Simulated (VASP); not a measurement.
Wanted: the native input for a VASP 6.6.1 run.

- Task: single point
- Functional: PBEsol
- Potentials or basis: VASP PAW PBE potentials, release 54 (Rb_sv, Cl)
- Cutoff: 520 eV
- k mesh: 7 × 7 × 7
- Occupations: gaussian, width 0.1 eV
- Spin: no spin polarisation
- Further INCAR settings: ALGO = Normal; EDIFF = 1e-07

The structure of RbCl lies in POSCAR:

```
RbCl
1.0
    0.0000000000      3.2740000000      3.2740000000
    3.2740000000      0.0000000000      3.2740000000
    3.2740000000      3.2740000000      0.0000000000
Rb Cl
1 1
Direct
    0.0000000000      0.0000000000      0.0000000000
    0.5000000000      0.5000000000      0.5000000000
```

The input as run:

INCAR

```
SYSTEM = RbCl
PREC = Accurate
ENCUT = 520
EDIFF = 1E-7
ISMEAR = 0
SIGMA = 0.1
LREAL = .False.
LASPH = .True.
NELM = 80
ALGO = Normal
ISIF = 2
LWAVE = .False.
LCHARG = .True.
GGA = PS
LELF = .True.
LVHAR = .True.
```

KPOINTS

```
Automatic mesh
0
Gamma
  7 7 7
  0 0 0
```

Potentials or basis: VASP PAW PBE potentials, release 54 (Rb_sv, Cl).

Launch:

```console
$ cat potpaw_PBE.54/Rb_sv/POTCAR potpaw_PBE.54/Cl/POTCAR > POTCAR
$ mpirun -np 1 vasp_std > vasp.out
```

Results of the run:

| Quantity | Value |
| --- | --- |
| Pressure | 0.0 GPa |
| Band gap on the k mesh | 4.89 eV, direct |

Caveat: the PAW data sets were made with another functional, which shifts forces and pressure a little; an odd mesh through Γ misses points on the zone boundary, where band edges often lie.

Run time: 20 s on 1 thread of Intel(R) Xeon(R) Platinum 8175M CPU @ 2.50GHz (Skylake/Cascade Lake), on a shared host, peak memory 0.2 GiB.
